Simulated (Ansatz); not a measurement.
**ZnF2 (P4_2/mnm): gap, valleys and masses**

```
CELL_PARAMETERS angstrom
4.71720 0.00000 0.00000
0.00000 4.71720 0.00000
0.00000 0.00000 3.12862
ATOMIC_POSITIONS crystal
Zn 0.00000 0.00000 0.00000
Zn 0.50000 0.50000 0.50000
F 0.30384 0.30384 0.00000
F 0.19616 0.80384 0.50000
F 0.69616 0.69616 0.00000
F 0.80384 0.19616 0.50000
```

The conventional cell has a = 4.717 Å, b = 4.717 Å, c = 3.129 Å, α = 90.00°, β = 90.00°, γ = 90.00°. Zn (atom 1) has 6 F at 2.03 to 2.04 Å as nearest neighbours. F (atom 3) has 3 Zn at 2.03 to 2.04 Å as nearest neighbours.

Level of theory, where no other is named: PBEsol, all-electron LAPW in Ansatz 0.2.0, scalar-relativistic. k mesh 4×4×6, fixed occupations, basis error target 1 meV/atom. The cell was relaxed by PAW under this functional.

Extrema are searched on a 6×6×10 mesh and refined by Newton steps; masses come from band slopes 0.005 Å⁻¹ away, 1/m* = (1/ħ²) d²E/dk², negative for holes (the finite step makes the lightest masses up to about 3 % heavy). k is in units of the reciprocal vectors.

(1) Where are the band edges, and is the gap direct?

(2) What are the electron masses at the edge?

(3) What are the hole masses at the edge?

(4) Along the Cartesian direction x+z the conduction slope is 0.09076 eV·Å one step out. What is it four steps out, and what does that say?

(5) What electronic dielectric constant and refractive index follow from the same bands (independent particles)?

(6) What gap does PAW give in the same cell?

## Answers

(1) The valence maximum lies at Gamma (0.000, 0.000, 0.000) and the conduction minimum at Gamma (0.000, 0.000, 0.000), so the Kohn-Sham gap of 3.473 eV is direct. A further valence extremum at R (0.000, -0.500, -0.500) lies 0.029 eV from the edge (2 equivalent points).

(2) The principal masses are 0.401, 0.441, 0.441 mₑ. One valley has a density-of-states mass (m₁m₂m₃)^(1/3) = 0.427; the direction-averaged conductivity mass 3/Σ(1/mᵢ) is 0.427 mₑ.

(3) The principal masses are 2.01, 4.09, 4.09 mₑ. One valley has a density-of-states mass (m₁m₂m₃)^(1/3) = 3.23; the direction-averaged conductivity mass 3/Σ(1/mᵢ) is 3.04 mₑ.

(4) 0.3626 eV·Å, 3.996 times the first; a parabola would give 4, so the band is nearly parabolic here.

(5) ε∞ = (2.56, 2.56, 2.65), so n ≈ √ε∞ = 1.61 (mean over directions) well under the gap and the normal reflectivity is ((n − 1)/(n + 1))² = 0.054. Local fields, left out here, lower ε∞ by several per cent.

(6) 3.453 eV, -20 meV from the LAPW value.

Limits of these numbers: semilocal gaps are low, and what follows the gap (onsets, screening, light masses) shifts with it; without spin-orbit coupling, bands that meet at the valence top are not the light and heavy holes of experiment; the frozen-core PAW files of the compared runs were fitted under PBE, their cores solved anew for this functional.
